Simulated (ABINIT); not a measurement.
The system is Sb.

```
Sb
1.0
    -1.87134    1.87134    1.87134
     1.87134   -1.87134    1.87134
     1.87134    1.87134   -1.87134
Sb
1
Direct
  0.00000 0.00000 0.00000
```

This isn't the form of Sb at room conditions, which is rhombohedral.

Base run:

```yaml
Program: ABINIT 10.8.3 (patched build)
Functional: PBEsol
Potentials_or_basis: PseudoDojo NC SR PBEsol v0.4.1 standard
Cutoff: 980 eV
k_mesh: 8 × 8 × 8
Occupations: fermi-dirac, width 0.05 eV
Spin: no spin polarisation
```

Its results: pressure -2.6 GPa.

Question: The run is repeated on the same cell with these changes: k mesh from 8 × 8 × 8 to 8 × 8 × 8, with 2 shifts. What comes out?

Answer: Pressure -2.0 GPa.

Not every run made on this cell is shown here.
